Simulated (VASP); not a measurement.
# Na (P6_3/mmc) in VASP: single point with r2SCAN

Aim: the single point of Na with r2SCAN.

All numbers are computed with VASP 6.6.1; they aren't measurements. Logs are shortened: lines on timing, memory, paths and dates and some standing lists are left out, and cuts for length are marked.

### Step 1. The crystal as given

It takes space group P6_3/mmc (No. 194, hexagonal). Conventional cell: a = 3.767 Å, b = 3.767 Å, c = 6.154 Å, α = 90.00°, β = 90.00°, γ = 120.00°. Around Na (site symmetry -6m2) lie 12 Na at 3.77 Å.

This isn't the form of Na at room conditions, which is bcc.

### Step 2. Single point, r2SCAN

Input file POSCAR:

```
Na
1.0
    3.7670000000      0.0000000000      0.0000000000
   -1.8835000000      3.2623177000      0.0000000000
    0.0000000000      0.0000000000      6.1540000000
Na
2
Direct
    0.3333333300      0.6666666700      0.2500000000
    0.6666666700      0.3333333300      0.7500000000
```

Input file INCAR.step1:

```
SYSTEM = Na
ALGO = Normal
EDIFF = 1E-4
ENCUT = 520
GGA = PE
ISMEAR = -5
LASPH = .True.
LCHARG = .False.
LREAL = .False.
LWAVE = .True.
NELM = 100
PREC = Accurate
SIGMA = 0.3
```

Input file INCAR.step2:

```
SYSTEM = Na
ALGO = Normal
EDIFF = 1E-6
ENCUT = 520
ISIF = 2
ISMEAR = 1
ISTART = 1
LASPH = .True.
LCHARG = .False.
LMIXTAU = .True.
LORBIT = 11
LREAL = .False.
LWAVE = .False.
METAGGA = R2SCAN
NELM = 100
PREC = Accurate
SIGMA = 0.3
```

Input file KPOINTS:

```
k-points
0
Gamma
  7 7 4
  0 0 0
```

Potentials or basis: VASP PAW PBE potentials, release 64 (Na_pv).

Command:

```bash
$ cat potpaw_PBE.64/Na_pv/POTCAR > POTCAR
$ cp INCAR.step1 INCAR
$ mpirun -np 1 vasp_std > vasp.out
$ cp INCAR.step2 INCAR
$ mpirun -np 1 vasp_std > vasp.out
```

OUTCAR:

```text
SYSTEM = Na
   EDIFF = 1E-6
   ENCUT = 520
   ISIF = 2
   ISMEAR = 1
   ISTART = 1
   LASPH = .True.
   LORBIT = 11
   LREAL = .False.
   METAGGA = R2SCAN
   NELM = 100
   PREC = Accurate

 ion  position               nearest neighbor table
   1  0.333  0.667  0.250-
   2  0.667  0.333  0.750-

  LATTYP: Found a hexagonal cell.
 ALAT       =     3.7670000000
 C/A-ratio  =     1.6336607380

  Lattice vectors:

 A1 = (   3.7670000000,   0.0000000000,   0.0000000000)
 A2 = (  -1.8835000000,   3.2623177000,   0.0000000000)
 A3 = (   0.0000000000,   0.0000000000,   6.1540000000)

Analysis of symmetry for initial positions (statically):
=====================================================================
 Subroutine PRICEL returns:
 Original cell was already a primitive cell.

 Routine SETGRP: Setting up the symmetry group for a
 hexagonal supercell.

 Subroutine GETGRP returns: Found 24 space group operations
 (whereof 12 operations were pure point group operations)
 out of a pool of 24 trial point group operations.

The static configuration has the point symmetry D_3d.
 The point group associated with its full space group is D_6h.

Analysis of symmetry for dynamics (positions and initial velocities):
=====================================================================
 Subroutine PRICEL returns:
 Original cell was already a primitive cell.

 Routine SETGRP: Setting up the symmetry group for a
 hexagonal supercell.

 Subroutine GETGRP returns: Found 24 space group operations
 (whereof 12 operations were pure point group operations)
 out of a pool of 24 trial point group operations.

The dynamic configuration has the point symmetry D_3d.
 The point group associated with its full space group is D_6h.

 Subroutine INISYM returns: Found 24 space group operations
 (whereof 12 operations are pure point group operations),
 and found     1 'primitive' translations

----------------------------------------------------------------------------------------

                                     Primitive cell

  volume of cell :      75.6274

  direct lattice vectors                    reciprocal lattice vectors
     3.767000000  0.000000000  0.000000000     0.265463233  0.153265269  0.000000000
    -1.883500000  3.262317700  0.000000000     0.000000000  0.306530538  0.000000000
     0.000000000  0.000000000  6.154000000     0.000000000  0.000000000  0.162495938

  length of vectors
     3.767000000  3.767000003  6.154000000     0.306530538  0.306530538  0.162495938

  position of ions in fractional coordinates (direct lattice)
     0.333333330  0.666666670  0.250000000
     0.666666670  0.333333330  0.750000000

  ion indices of the primitive-cell ions
   primitive index   ion index
                 1           1
                 2           2

----------------------------------------------------------------------------------------

 KPOINTS: k-points

Automatic generation of k-mesh.
 Grid dimensions read from file:
 generate k-points for:    7    7    4

 Generating k-lattice:

  Cartesian coordinates                     Fractional coordinates (reciprocal lattice)
     0.037923319  0.021895038  0.000000000     0.142857143  0.000000000  0.000000000
     0.000000000  0.043790077  0.000000000     0.000000000  0.142857143  0.000000000
     0.000000000  0.000000000  0.040623984     0.000000000  0.000000000  0.250000000

  Length of vectors
     0.043790077  0.043790077  0.040623984

  Shift w.r.t. Gamma in fractional coordinates (k-lattice)
     0.000000000  0.000000000  0.000000000

 Subroutine IBZKPT returns following result:
 ===========================================

 Found     24 irreducible k-points:

 Following reciprocal coordinates:
            Coordinates               Weight
  0.000000  0.000000  0.000000      1.000000
  0.142857  0.000000  0.000000      6.000000
  0.285714  0.000000  0.000000      6.000000
  0.428571  0.000000  0.000000      6.000000
  0.142857  0.142857  0.000000      6.000000
  0.285714  0.142857  0.000000     12.000000
[... 16 lines left out ...]
  0.428571  0.142857  0.500000      6.000000
  0.285714  0.285714  0.500000      6.000000
   k-points           NKPTS =     24   k-points in BZ     NKDIM =     24   number of bands    NBANDS=     11
   number of dos      NEDOS =    301   number of ions     NIONS =      2
   total plane-waves  NPLWV =  37632
   dimension x,y,z NGX =    28 NGY =   28 NGZ =   48
   dimension x,y,z NGXF=    56 NGYF=   56 NGZF=   96
   ions per type =               2
   NGX,Y,Z   is equivalent  to a cutoff of  12.36, 12.36, 12.97 a.u.
   NGXF,Y,Z  is equivalent  to a cutoff of  24.71, 24.71, 25.93 a.u.
 SYSTEM =  Na
   PREC   = accura    normal or accurate (medium, high low for compatibility)
   ISTART =      1    job   : 0-new  1-cont  2-samecut
   ICHARG =      0    charge: 1-file 2-atom 10-const
   ISPIN  =      1    spin polarized calculation?
   LNONCOLLINEAR =      F non collinear calculations
   LSORBIT =      F    spin-orbit coupling
   LASPH  =      T    aspherical Exc in radial PAW
   ENCUT  =  520.0 eV  38.22 Ry    6.18 a.u.   7.00  7.00 11.44*2*pi/ulx,y,z
   NELM   =    100;   NELMIN=  2; NELMDL=  0     # of ELM steps
   EDIFF  = 0.1E-05   stopping-criterion for ELM
   LREAL  =      F    real-space projection
   EDIFFG = 0.1E-04   stopping-criterion for IOM
   NSW    =      0    number of steps for IOM
   IBRION =     -1    ionic relax: 0-MD 1-quasi-New 2-CG
   NFREE  =      0    steps in history (QN), initial steepest desc. (CG)
   ISIF   =      2    stress and relaxation
   ISYM   =      2    0-nonsym 1-usesym 2-fastsym
   POTIM  = 0.5000    time-step for ionic-motion
   TEBEG  =    0.0;   TEEND  =   0.0 temperature during run
   PSTRESS=    0.0 pullay stress
   NELECT =      14.0000    total number of electrons
   NUPDOWN=      -1.0000    fix difference up-down
   EMIN   =  10.00;   EMAX   =-10.00  energy-range for DOS
   EFERMI =   0.00;   METHOD = LEGACY
   ISMEAR =     1;   SIGMA  =   0.30  broadening in eV -4-tet -1-fermi 0-gaus
   EFERMI_NEDOS =   21; number of points for ismear=-14 and -15
   IALGO  =     38    algorithm
   IMIX   =      4    mixing-type and parameters
     AMIX     =   0.40;   BMIX     =  1.00
     AMIX_MAG =   1.60;   BMIX_MAG =  1.00
  volume/ion in A,a.u.               =      37.81       255.18
  Fermi-wavevector in a.u.,A,eV,Ry     =   0.933020  1.763153 11.844235  0.870527
  Thomas-Fermi vector in A             =   2.059678
   LORBIT       =     11    0 simple, 1 ext, 2 COOP (PROOUT), +10 PAW based schemes
   METAGGA = R2SCAN    functional components
   LHFCALC =     F    Hartree Fock is set to
   AEXX    =    0.0000 exact exchange contribution
   IVDW    =     0    specifies the selected vdW correction
   LEPSILON=     F    determine dielectric tensor
   LRPA    =     F    only Hartree local field effects (RPA)
 non-spin polarized calculation
 Methfessel and Paxton  Order N= 1 SIGMA  =   0.30
  energy-cutoff  :      520.00
  volume of cell :       75.63
 maximum number of plane-waves:      2050
 NGX is ok and might be reduce to    28

 number of electron      14.0000011 magnetization

 Free energy of the ion-electron system (eV)
  ---------------------------------------------------
  ext. energy  EPLUGINS =         0.00000000
  ---------------------------------------------------
  free energy    TOTEN  =        -7.11591385 eV

  energy without entropy =       -7.11996200  energy(sigma->0) =       -7.11726323

 E-fermi :   0.2755     XC(G=0):  -6.8632

 val. band max:        0.1599728112   @ k =   0.1429   0.1429   0.2500
 cond. band min:       0.4568914544   @ k =   0.2857   0.0000   0.2500
 fundamental gap:      0.2969186432
 Fermi energy:         0.2754662541

 k-point     1 :       0.0000    0.0000    0.0000
  band No.  band energies     occupation
      1     -25.7642      2.00000
      2     -25.7365      2.00000
      3     -25.7363      2.00000
      4     -25.7320      2.00000
      5     -25.7317      2.00000
      6     -25.7310      2.00000
      7      -3.1570      2.00000
      8       0.7864     -0.03682
      9       1.4398     -0.00000
     10      10.8296      0.00000
     11      10.8298      0.00000

 k-point     2 :       0.1429    0.0000    0.0000
  band No.  band energies     occupation
      1     -25.7621      2.00000
      2     -25.7410      2.00000
      3     -25.7379      2.00000
      4     -25.7366      2.00000
      5     -25.7327      2.00000
      6     -25.7318      2.00000
      7      -2.8391      2.00000
      8       1.0740     -0.00109
      9       1.7387     -0.00000
     10       7.6951      0.00000
     11       9.5543      0.00000

 k-point     3 :       0.2857    0.0000    0.0000
  band No.  band energies     occupation
      1     -25.7566      2.00000
      2     -25.7518      2.00000
      3     -25.7472      2.00000
      4     -25.7411      2.00000
      5     -25.7346      2.00000
      6     -25.7343      2.00000
      7      -1.8965      2.00000
      8       1.9391     -0.00000
      9       2.5463     -0.00000
     10       4.6459     -0.00000
     11       7.9326      0.00000
[... 267 lines left out ...]
 k-point    23 :       0.4286    0.1429    0.5000
  band No.  band energies     occupation
      1     -25.7619      2.00000
      2     -25.7619      2.00000
      3     -25.7448      2.00000
      4     -25.7448      2.00000
      5     -25.7381      2.00000
      6     -25.7381      2.00000
      7       1.5523     -0.00000
      8       1.5523     -0.00000
      9       2.2331     -0.00000
     10       2.2331     -0.00000
     11       6.1210     -0.00000

 k-point    24 :       0.2857    0.2857    0.5000
  band No.  band energies     occupation
      1     -25.7589      2.00000
      2     -25.7589      2.00000
      3     -25.7495      2.00000
      4     -25.7495      2.00000
      5     -25.7376      2.00000
      6     -25.7376      2.00000
      7       1.5142     -0.00000
      8       1.5142     -0.00000
      9       3.2815     -0.00000
     10       3.2815     -0.00000
     11       4.3057     -0.00000

------------------------ aborting loop because EDIFF is reached ----------------------------------------

  FORCE on cell =-STRESS in cart. coord.  units (eV):
  Direction    XX          YY          ZZ          XY          YZ          ZX
  --------------------------------------------------------------------------------------
  -------------------------------------------------------------------------------------
  Total       -0.0631190     -0.0631190      0.1385335      0.0000000     -0.0000000     -0.0000000
  in kB       -1.3371843     -1.3371843      2.9348503      0.0000000     -0.0000000     -0.0000000
  external PRESSURE =       0.0868272 kB  Pullay stress =       0.0000000 kB

 VOLUME and BASIS-vectors are now :
 -----------------------------------------------------------------------------
  energy-cutoff  :      520.00
  volume of cell :       75.63
      direct lattice vectors                 reciprocal lattice vectors
     3.767000000  0.000000000  0.000000000     0.265463233  0.153265269  0.000000000
    -1.883500000  3.262317700  0.000000000     0.000000000  0.306530538  0.000000000
     0.000000000  0.000000000  6.154000000     0.000000000  0.000000000  0.162495938

 POSITION                                       TOTAL-FORCE (eV/Angst)
 -----------------------------------------------------------------------------------
     -0.00000      2.17488      1.53850         0.000000     -0.000000      0.000000
      1.88350      1.08744      4.61550        -0.000000      0.000000      0.000000
 -----------------------------------------------------------------------------------
    total drift:                               -0.000001      0.000001      0.000000

  FREE ENERGIE OF THE ION-ELECTRON SYSTEM (eV)
  ---------------------------------------------------
  free  energy   TOTEN  =        -7.1159138486 eV

  energy  without entropy=       -7.1199620006  energy(sigma->0) =       -7.11726323

 total charge

# of ion       s       p       d       tot
------------------------------------------
    1        0.085   5.969   0.000   6.054
    2        0.085   5.969   0.000   6.054
--------------------------------------------------
tot          0.171  11.937   0.000  12.108
```

Wall time 30 s (1 thread of Intel Xeon 6975P-C (Granite Rapids), shared host); peak memory 0.18 GiB.

What came out:

| Item | Value |
| --- | --- |
| Free energy | -7.1159 eV |
| Pressure | 0.0 GPa |
| Band gap on the k mesh | none (metal or under the smearing width) |
| Valence electrons inside the program's atomic spheres | Na 6.05 |

Stress tensor (GPa, compression positive):
```
-0.13  0.00  0.00
 0.00 -0.13  0.00
 0.00  0.00  0.29
```

Caveat: the PAW data sets were made with another functional, which shifts forces and pressure a little.
